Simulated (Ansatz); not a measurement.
# 1T-VSSe monolayer in a perpendicular field

Aim: how the 1T-VSSe monolayer screens a field along its normal, and what the field does to its bands. A positive field points along +c.

Main program and level: Ansatz 0.2.0; plane-wave DFT, PBE-D3(BJ), Ansatz PAW.

### Step 1. Set-up

The cell holds 3 atoms: 1 Se, 1 V and 1 S. Cell: a = 3.250 Å, b = 3.250 Å, c = 37.766 Å, α = 90.0°, β = 90.0°, γ = 120.0°. Vacuum lies along c.

### Step 2. Relaxing the slab

The starting cell is a guess, so the in-plane lattice and the atoms are relaxed first, with the slab cut off from its images along the normal.

Input file input.yaml:

```yaml
crystal:
  lattice:
    - [3.25, 0.0, 0.0]
    - [-1.625, 2.8145825623, 0.0]
    - [0.0, 0.0, 37.7660927913]
  atoms:
    - { symbol: Se, position: [0.6666666667, 0.3333333333, 0.4554349875] }
    - { symbol: V, position: [0.0, 0.0, 0.5029758306], spin: 1.0 }
    - { symbol: S, position: [0.3333333333, 0.6666666667, 0.5445650125] }
  periodic: [true, true, false]
magnetization:
  spin_polarized: true
kpoints:
  mp_grid: { grid: [12, 12, 1] }
hamiltonian:
  xc: pbe
  dispersion: d3bj
scf:
  occupations: { method: fermi_dirac, width: 0.05 }
  convergence: { dr2_threshold: 1.0e-09 }
relax:
  f_tol: 0.004
  max_steps: 90
  cell: {}
output:
  write_potential: true
  write_density: true
  volumetric_format: npy
```

Command:

```
$ ansatz run input.yaml --threads 2 --pin off --max-ram 3072MiB --backend cpu --events-out ev --progress --plain --runs-dir out
```

Numbers of over 12 decimals in the logs are rounded to 6 here.

The program printed:

```text
Warning: relax.cell: scf.convergence.dr2_threshold = 1e-9 eV is looser than the 1.6792382221e-10 eV advised for a relaxation that steers and ends on the stress (1e-10 eV for each atom of the cell: 3, times the square of relax.cell.stress_2d_tol = 0.05 N/m over 13.4 Å (the atoms' height at the walk's start and 5 Å past either face), 3.741e-2 GPa, over a crystal's default 0.05). What an SCF threshold leaves in a stress goes as its square root, and in the free energy as the threshold itself, and one threshold admits the most on a small cell: [figures from the program's tests cut] Set scf.convergence.dr2_threshold to 1.6792382221e-10 eV or tighter. [rest of the remark cut]
Engine: ansatz 0.2.0, x86_64-unknown-linux-gnu
Pseudopotentials: kind: paw
Pseudopotential: Se, paw, valence charge 16, recommended cutoff 420 eV (normal), Se.paw.azcp
Pseudopotential: V, paw, valence charge 13, recommended cutoff 420 eV (normal), V.paw.azcp
Pseudopotential: S, paw, valence charge 6, recommended cutoff 420 eV (normal), S.paw.azcp
Functional definition: PBE
  parameter kappa = 0.804
  parameter beta = 0.066725
  exchange = pbe_x(kappa = kappa, mu = beta*pi^2/3)
  correlation = pbe_c(beta = beta)
Crystal: 3 atoms, lattice volume = 345.461 Å³
Basis set: ecut = 420 eV, 6895 PW (Γ), exchange–correlation on 48×48×512 points (8 copies of the dense FFT grid, shifted against one another)
Bands: 22, of which v1, the nominal top of the filled ones, is band 18 counted from 1 (17 counted from 0)
Symmetry: 6 space group operations
Space group: P3m1 (ITA 156), of the structure as read, at distance tolerance 7.0e-5 Å
Magnetic group: BNS 156.49 (UNI 1279), of the structure as read, at distance tolerance 7.0e-5 Å
k-points: 19 of 144 (time reversal used)
Non-local potential: Se, projectors of the file, l = 0: 2, l = 1: 2, l = 2: 3, l = 3: 1
Non-local potential: V, projectors of the file, l = 0: 3, l = 1: 2, l = 2: 3, l = 3: 1
Non-local potential: S, projectors of the file, l = 0: 2, l = 1: 2, l = 2: 2
PAW form: soft (Blöchl's): semilocal exchange-correlation on the pseudo side does not see the compensation charge
PAW one-centre angular grid: Se, 590 points (default); XC on 64 Gauss nodes
PAW one-centre angular grid: V, 590 points (default); XC on 64 Gauss nodes
PAW one-centre angular grid: S, 110 points (default); XC on 64 Gauss nodes
Initial density: superposition of atomic densities (neutral atoms: chi_scale 0, normalization atom)
Starting moments: Σ|m| = 1 μB on 1 of 3 sites
Initial wavefunctions: pseudopotential atomic-orbital guess
Functional: x = pbe(κ = 0.804, μ = 0.219515), c = pbe(β = 0.066725)
SCF iter   1: F=—  HF=-9287.271590 eV  |F-HF|=—  |Δ(HF+E_count)|=         —  Δρ=1.27e-2 (↑1.27e-2 ↓9.22e-3)  dr2=2.52e0  dr2_m=3.63e-2  M=0.716 μB ∫|m|=0.958 μB  β_m=0.30  ethr=3.10e-3  ⟨swp⟩=14.7  Hψ=6368  notcnv=0
Mixer restart at iter 1: flushing history
preconditioner: auto → LDOS  [metal: Δε(μ)=0.043 eV  Ē_g=7.219 eV  σ=0.050 eV  W_gap=0.21  n_scr=22 (ndim 8)  ℏωp=8.2 eV  f_vac=0.801  D(μ)=1.16/eV (n_scr^D=8)]
spin=Collinear: LDOS preconditioning applied to the charge; magnetization (m = ρ↑ − ρ↓) channel mixes plain (no charge-response kernel on spin).
SCF iter   2: F=—  HF=-9286.607987 eV  |F-HF|=—  |Δ(HF+E_count)|=   6.64e-1  Δρ=6.77e-3 (↑6.77e-3 ↓5.20e-3)  dr2=5.54e-1  dr2_m=1.43e-2  M=0.721 μB ∫|m|=0.978 μB  β_m=0.41  ethr=3.10e-3  ⟨swp⟩=2.9  Hψ=1647  notcnv=0
SCF iter   3: F=—  HF=-9286.479697 eV  |F-HF|=—  |Δ(HF+E_count)|=   1.28e-1  Δρ=2.16e-3 (↑1.95e-3 ↓2.16e-3)  dr2=2.87e-2  dr2_m=2.45e-3  M=0.723 μB ∫|m|=0.992 μB  β_m=0.65  ethr=1.58e-3  ⟨swp⟩=3.4  Hψ=1849  notcnv=0
SCF iter   4: F=—  HF=-9286.508232 eV  |F-HF|=—  |Δ(HF+E_count)|=         —  Δρ=1.34e-3 (↑1.34e-3 ↓4.73e-4)  dr2=9.69e-3  dr2_m=1.23e-3  M=0.705 μB ∫|m|=0.959 μB  β_m=0.65  ethr=8.21e-5  ⟨swp⟩=3.1  Hψ=1929  notcnv=0
SCF iter   5: F=—  HF=-9286.507042 eV  |F-HF|=—  |Δ(HF+E_count)|=         —  Δρ=1.84e-4 (↑1.43e-4 ↓1.84e-4)  dr2=2.20e-4  dr2_m=1.19e-5  M=0.714 μB ∫|m|=0.975 μB  β_m=0.65  ethr=2.77e-5  ⟨swp⟩=2.7  Hψ=1533  notcnv=0
SCF iter   6: F=—  HF=-9286.507187 eV  |F-HF|=—  |Δ(HF+E_count)|=   1.45e-4  Δρ=8.66e-5 (↑7.78e-5 ↓8.66e-5)  dr2=8.65e-5  dr2_m=5.37e-6  M=0.715 μB ∫|m|=0.975 μB  β_m=0.72  ethr=6.28e-7  ⟨swp⟩=3.4  Hψ=1856  notcnv=0
SCF iter   7: F=—  HF=-9286.507227 eV  |F-HF|=—  |Δ(HF+E_count)|=   3.99e-5  Δρ=3.36e-5 (↑2.14e-5 ↓3.36e-5)  dr2=3.42e-6  dr2_m=1.28e-6  M=0.715 μB ∫|m|=0.975 μB  β_m=0.80  ethr=2.47e-7  ⟨swp⟩=3.2  Hψ=1599  notcnv=0
SCF iter   8: F=—  HF=-9286.507236 eV  |F-HF|=—  |Δ(HF+E_count)|=   9.40e-6  Δρ=1.56e-5 (↑7.28e-6 ↓1.56e-5)  dr2=1.54e-6  dr2_m=3.17e-7  M=0.716 μB ∫|m|=0.976 μB  β_m=0.76  ethr=9.77e-9  ⟨swp⟩=3.4  Hψ=1847  notcnv=0
SCF iter   9: F=—  HF=-9286.507237 eV  |F-HF|=—  |Δ(HF+E_count)|=   4.33e-7  Δρ=9.83e-6 (↑4.96e-6 ↓9.83e-6)  dr2=5.41e-7  dr2_m=1.49e-7  M=0.716 μB ∫|m|=0.977 μB  β_m=0.88  ethr=4.40e-9  ⟨swp⟩=2.5  Hψ=1342  notcnv=0
SCF iter  10: F=—  HF=-9286.507237 eV  |F-HF|=—  |Δ(HF+E_count)|=   5.66e-8  Δρ=3.57e-6 (↑2.85e-6 ↓3.57e-6)  dr2=1.58e-7  dr2_m=1.80e-8  M=0.716 μB ∫|m|=0.977 μB  β_m=0.82  ethr=1.55e-9  ⟨swp⟩=3.1  Hψ=1475  notcnv=0
SCF iter  11: F=—  HF=-9286.507237 eV  |F-HF|=—  |Δ(HF+E_count)|=   4.00e-9  Δρ=1.33e-6 (↑1.33e-6 ↓9.49e-7)  dr2=3.24e-8  dr2_m=3.38e-10  M=0.716 μB ∫|m|=0.977 μB  β_m=0.81  ethr=4.51e-10  ⟨swp⟩=3.1  Hψ=1543  notcnv=0
SCF iter  12: F=—  HF=-9286.507237 eV  |F-HF|=—  |Δ(HF+E_count)|=   2.66e-8  Δρ=3.15e-7 (↑3.15e-7 ↓2.21e-7)  dr2=1.01e-9  dr2_m=1.82e-10  M=0.716 μB ∫|m|=0.977 μB  β_m=0.78  ethr=9.25e-11  ⟨swp⟩=3.1  Hψ=1520  notcnv=0
SCF iter  13: F=-9286.507237 eV  HF=-9286.507237 eV  |F-HF|=3.11e-10  |Δ(HF+E_count)|=   1.32e-9  Δρ=9.21e-8 (↑9.21e-8 ↓5.11e-8)  dr2=2.13e-10  dr2_m=5.74e-12  M=0.716 μB ∫|m|=0.977 μB  ethr=2.86e-12  ⟨swp⟩=8.0  Hψ=5658  notcnv=0
SCF 1 converged in 13 iterations: F = -9286.507237 eV  dr2 = 2.13e-10
  greatest PAW one-centre occupation: 1.000 electrons in one spin orbital (limit 2), on the Se atom at site 0 (counted from 0), in its partial waves of l = 2
relax step   1: F+E_penalty+E_count = -9286.50723693 eV  Δ(F+E_penalty+E_count) = +0.000e0 eV  max|allowed force component| = 1.998e0 eV/Å  Δτ_max = 0.0000 Å  P = -4.339 N/m  Ω = 345.461 Å³  fix = [c, alpha, beta]  reactions: c -0.000 N/m  (13 SCF iters, accepted)
Crystal: 3 atoms, lattice volume = 345.448 Å³
Initial density: handed on by an earlier stage of this run
Starting moments: Σ|m| = 1 μB on 1 of 3 sites; this step starts from the density that it was given
Initial wavefunctions: those handed on with the density
[...]
SCF iter   6: F=—  HF=-9286.832756 eV  |F-HF|=—  |Δ(HF+E_count)|=   8.48e-7  Δρ=1.25e-5 (↑1.25e-5 ↓9.81e-6)  dr2=1.67e-7  dr2_m=3.65e-7  M=0.572 μB ∫|m|=0.738 μB  β_m=0.92  ethr=1.01e-9  ⟨swp⟩=3.0  Hψ=1853  notcnv=0
SCF iter   7: F=—  HF=-9286.832756 eV  |F-HF|=—  |Δ(HF+E_count)|=   1.17e-7  Δρ=3.67e-6 (↑2.86e-6 ↓3.67e-6)  dr2=1.31e-7  dr2_m=1.19e-8  M=0.572 μB ∫|m|=0.739 μB  β_m=0.84  ethr=4.78e-10  ⟨swp⟩=2.9  Hψ=1821  notcnv=0
SCF iter   8: F=—  HF=-9286.832756 eV  |F-HF|=—  |Δ(HF+E_count)|=   1.62e-8  Δρ=1.27e-6 (↑1.27e-6 ↓1.05e-6)  dr2=9.46e-9  dr2_m=2.50e-9  M=0.573 μB ∫|m|=0.739 μB  β_m=0.83  ethr=3.73e-10  ⟨swp⟩=3.4  Hψ=1818  notcnv=0
SCF iter   9: F=—  HF=-9286.832757 eV  |F-HF|=—  |Δ(HF+E_count)|=   2.28e-8  Δρ=2.37e-7 (↑2.37e-7 ↓2.27e-7)  dr2=5.06e-10  dr2_m=1.15e-10  M=0.573 μB ∫|m|=0.739 μB  β_m=0.83  ethr=2.70e-11  ⟨swp⟩=3.3  Hψ=1830  notcnv=0
SCF iter  10: F=-9286.832757 eV  HF=-9286.832757 eV  |F-HF|=1.43e-9  |Δ(HF+E_count)|=   1.18e-9  Δρ=1.04e-7 (↑6.23e-8 ↓1.04e-7)  dr2=1.70e-10  dr2_m=1.23e-11  M=0.573 μB ∫|m|=0.739 μB  ethr=1.44e-12  ⟨swp⟩=7.7  Hψ=5917  notcnv=0
SCF 3 converged in 10 iterations: F = -9286.832757 eV  dr2 = 1.70e-10
relax step   3: F+E_penalty+E_count = -9286.83275651 eV  Δ(F+E_penalty+E_count) = -2.095e-2 eV  max|allowed force component| = 1.355e-1 eV/Å  Δτ_max = 0.0431 Å  P = -0.473 N/m  Ω = 341.742 Å³  energy of the carried Pulay correction = +8.286e-5 eV  fix = [c, alpha, beta]  reactions: c -0.000 N/m  (10 SCF iters, accepted)
[...]
relax step   4: F+E_penalty+E_count = -9286.83403594 eV  Δ(F+E_penalty+E_count) = -1.279e-3 eV  max|allowed force component| = 1.739e-2 eV/Å  Δτ_max = 0.0050 Å  P = -0.051 N/m  Ω = 340.063 Å³  energy of the carried Pulay correction = +1.206e-4 eV  fix = [c, alpha, beta]  reactions: c -0.000 N/m  (9 SCF iters, accepted)
[...]
relax step   5: F+E_penalty+E_count = -9286.83406430 eV  Δ(F+E_penalty+E_count) = -2.837e-5 eV  max|allowed force component| = 8.202e-3 eV/Å  Δτ_max = 0.0005 Å  P = -0.019 N/m  Ω = 339.818 Å³  energy of the carried Pulay correction = +1.261e-4 eV  fix = [c, alpha, beta]  reactions: c -0.000 N/m  (7 SCF iters, accepted)
[...]
relax step   6: F+E_penalty+E_count = -9286.83407386 eV  Δ(F+E_penalty+E_count) = -9.552e-6 eV  max|allowed force component| = 6.957e-4 eV/Å  Δτ_max = 0.0005 Å  P = -0.002 N/m  Ω = 339.649 Å³  energy of the carried Pulay correction = +1.299e-4 eV  fix = [c, alpha, beta]  reactions: c -0.000 N/m  (7 SCF iters, accepted)
Initial wavefunctions: pseudopotential atomic-orbital guess (no wavefunctions were taken with the density)
iter 1 solved again at ethr=7.94e-8 eV; its pass at ethr=3.10e-3 eV (dr2=2.78e-5 eV) is discarded
SCF iter   1: F=—  HF=-9286.833917 eV  |F-HF|=—  |Δ(HF+E_count)|=         —  Δρ=4.17e-6 (↑4.17e-6 ↓4.00e-6)  dr2=1.18e-7  dr2_m=2.08e-9  M=0.542 μB ∫|m|=0.697 μB  β_m=0.65  ethr=7.94e-8  ⟨swp⟩=6.2  Hψ=9866  notcnv=0
spin=Collinear: LDOS preconditioning applied to the charge; magnetization (m = ρ↑ − ρ↓) channel mixes plain (no charge-response kernel on spin).
SCF iter   2: F=—  HF=-9286.833923 eV  |F-HF|=—  |Δ(HF+E_count)|=   6.55e-6  Δρ=2.52e-6 (↑2.52e-6 ↓1.77e-6)  dr2=4.75e-8  dr2_m=1.07e-9  M=0.542 μB ∫|m|=0.697 μB  β_m=0.54  ethr=3.37e-10  ⟨swp⟩=3.7  Hψ=1957  notcnv=0
SCF iter   3: F=—  HF=-9286.833923 eV  |F-HF|=—  |Δ(HF+E_count)|=   5.35e-9  Δρ=6.77e-7 (↑6.77e-7 ↓5.96e-7)  dr2=4.36e-9  dr2_m=3.28e-11  M=0.542 μB ∫|m|=0.697 μB  β_m=0.59  ethr=1.36e-10  ⟨swp⟩=2.6  Hψ=1214  notcnv=0
SCF iter   4: F=-9286.833923 eV  HF=-9286.833923 eV  |F-HF|=1.42e-8  |Δ(HF+E_count)|=   2.93e-8  Δρ=2.50e-7 (↑2.50e-7 ↓2.01e-7)  dr2=5.68e-10  dr2_m=3.92e-12  M=0.542 μB ∫|m|=0.697 μB  ethr=2.86e-12  ⟨swp⟩=11.3  Hψ=6832  notcnv=0
SCF 7 converged in 4 iterations: F = -9286.833923 eV  dr2 = 5.68e-10
relax step   7: F+E_penalty+E_count = -9286.83392310 eV  Δ(F+E_penalty+E_count) = +1.508e-4 eV  max|allowed force component| = 7.919e-4 eV/Å  Δτ_max = 0.0000 Å  P = +0.001 N/m  Ω = 339.649 Å³  fix = [c, alpha, beta]  reactions: c +0.000 N/m  stress off target by 6.24e-4 N/m on what of the cell is left free  SCF on the basis re-selected at this cell (its energy is not comparable with the rows above)  (4 SCF iters)
basis re-selected at this cell: Δ(F+E_penalty+E_count) = +1.508e-4 eV, ΔP = +0.003 N/m vs the last step (what re-selecting the basis moved, of the pressure what is left beyond the Pulay correction that the steps carried, after the strain that the cell walked since its last selection, with what the two solves' SCF thresholds leave and, on support functions, any second-order correction that the steps lacked; it is no m [...]
WARN: The output density's exchange-correlation potential varies sharply where the density is thin. Do not read a vacuum level from v_tot or v_xc, or from such a field of the output density. On a cell that repeats whose density bears no net charge and no dipole along the vacuum's axis use v_es (v_loc + v_h of the components); under efield.dipole_correction with no amplitude use v_es + v_field, which holds any externa [...]
SCF converged after 4 iterations
Magnetization: 0.5420 μB (17.7710 up, 17.2290 down)
Absolute magnetization: 0.6942 μB (∫|ρ↑−ρ↓|, with the PAW one-centre terms)
Spin contamination: 0.0147 ħ² per cell (⟨S²⟩ above its minimum at these occupations)
Per-site moments (μB) at R_I (Å): [(-0.037003, 1.024989), (0.479730, 0.962696), (-0.00507165, 0.962696)]
Free energy (F): -9286.833923 eV
Harris-Foulkes:  -9286.833923 eV  (|F-HF|=1.42e-8)
Internal energy: -9286.816939 eV  (E = F + TS)
E sigma→0 (E₀):  -9286.825431 eV
Entropy (-TS):   -0.016984 eV (-5.661 meV/atom)
Fermi energy:    -5.170606 eV
--- Per-component energies (eV) ---
  E_band       = -1110.364325
  E_kinetic    = 562.191648
  E_local      = -102289.760727  (includes V_loc(G=0)·N_el)
  E_nonlocal   = -613.344330
  E_hartree    = 50782.658937
  E_xc         = -332.318118
  E_vxc        = -351.707620  (∫ρ·V_xc dr)
  E_paw        = -3623.914315  (= ΣΔE_a)
  E_vpaw       = 16.937700  (= ΣTr[D̂ρ^β])
  E_aug_tail   = -0.000332  (compensation charges beyond the density's cutoff)
  E_ewald      = 46228.608925
  E_disp       = -0.938628  (pairwise vdW)
  E_smearing   = -0.016984  (= −TS)
  E_closure    = 0.000000  (closes the sum)
  Σ components = -9286.833923   (vs F -9286.833923, Δ=0.00e0)
--- Forces (eV/Å), atoms counted from 1 ---
  atom   1  Se    -0.00000000    -0.00000000    -0.00010733
  atom   2  V      0.00000000    -0.00000000    -0.00068338
  atom   3  S      0.00000000     0.00000000     0.00079247
  max |Σ_I F_I| component: 1.76e-6 eV/Å
--- 2D stress c σ (N/m, compression-positive) ---
        0.000624      -0.000000       0.000000
       -0.000000       0.000624       0.000000
        0.000000       0.000000       0.000000
  P = ½ c Tr σ = 0.0006 N/m
--- Band table (eV; the first three rows and the last of 38) ---
  k-point 0 ↑: bands = [... 14 lower, -7.5138, -5.5152, -5.5152, -5.2609, -4.2904, -4.2904, -1.7615, -1.7615]
  k-point 1 ↑: bands = [... 14 lower, -7.1594, -5.8909, -5.7086, -5.3496, -4.3477, -4.1678, -2.2116, -1.8612]
  k-point 2 ↑: bands = [... 14 lower, -7.1519, -6.7684, -6.0444, -5.4736, -4.3733, -4.0412, -2.8389, -2.0363]
  k-point 18 ↓: bands = [... 14 lower, -8.6294, -8.0140, -7.9761, -4.0445, -3.9943, -3.9563, -2.4998, -2.2536]
  the weakly bound empty levels are not read free of the cell's end (no_gap_told)
--- Relaxed structure (6 steps of the walk, 6 accepted, 1 SCFs on fresh bases) ---
  F+E_penalty+E_count = -9286.83392310 eV   max|allowed force component| = 7.919e-4 eV/Å   (the final SCF, on the basis selected at the relaxed cell)
  cell:  # Å, volume = 339.6494 Å³
    - [3.222546, 0, 0]
    - [-1.611273, 2.790807, 0]
    - [0, 0, 37.7660927913]
  atoms:
    - { symbol: Se, position: [0.666667, 0.333333, 0.459482] }
    - { symbol: V, position: [2.0267875874169978e-19, 0, 0.503094] }
    - { symbol: S, position: [0.333333, 0.666667, 0.540400] }
```

Wall time 65 s (2 threads of Intel Xeon 6975P-C (Granite Rapids), shared host); peak memory 0.83 GiB.

Step by step:

| step | energy less that of the first step (eV) | largest force component (eV/Å) | volume (Å³) |
| --- | --- | --- | --- |
| 1 | 0.0000 | 1.9980 | 345.46 |
| 2 | -0.3046 | 0.6955 | 345.45 |
| 3 | -0.3255 | 0.1355 | 341.74 |
| 4 | -0.3268 | 0.0174 | 340.06 |
| 5 | -0.3268 | 0.0082 | 339.82 |
| 6 | -0.3268 | 0.0007 | 339.65 |
| 7* | -0.3267 | 0.0008 | 339.65 |

Relaxation steps marked * repeat the geometry before them on a plane-wave basis chosen anew for their cell, so energy and pressure can jump there.

Forces are held to the 6 operations that the run works with; a distortion that breaks them can't arise in this run.

| cell as run | before | after | change |
| --- | --- | --- | --- |
| a (Å) | 3.250 | 3.223 | -0.8 % |
| b (Å) | 3.250 | 3.223 | -0.8 % |

The atoms that moved most (Å, along periodic axes as changes of fractional coordinates times the final cell, across vacuum about the mean position):

| atom | dx | dy | dz | length |
| --- | --- | --- | --- | --- |
| S3 | 0.000 | 0.000 | -0.157 | 0.157 |
| Se1 | 0.000 | 0.000 | 0.153 | 0.153 |

The relaxed structure:

```
Se V S
1.0
     3.22255    0.00000    0.00000
    -1.61127    2.79081    0.00000
     0.00000    0.00000   37.76609
Se V S
1 1 1
Direct
  0.66667 0.33333 0.45948
  0.00000 0.00000 0.50309
  0.33333 0.66667 0.54040
```

This step gave:

* energy at zero smearing: -9286.8254 eV
* total moment: 0.5420 μB
* site moments: -0.03700, 0.4797, -0.005072 μB

Site moment by atom:

| atom | site moment (μB) |
| --- | --- |
| Se1 | -0.037 |
| V2 | 0.480 |
| S3 | -0.005 |

The lattice constant a goes from 3.250 to 3.223 Å.

(Part 1 of 2 ends here.)

[Logs are printed without paths, hosts, clocks, repeated set-up lines and the standing remarks that a program may print on its own settings, such as how far it seeks lower states.]

[Hosts, paths, dates, database ids (printed as entryN), source tags and the programs' standing remarks are cut or masked in the printed files.]

[Maps of the electrostatic potential energy from Ansatz leave out the sawtooth potential of an applied field or a dipole correction, so their vacuum need not be flat; planar profiles and work functions include it.]
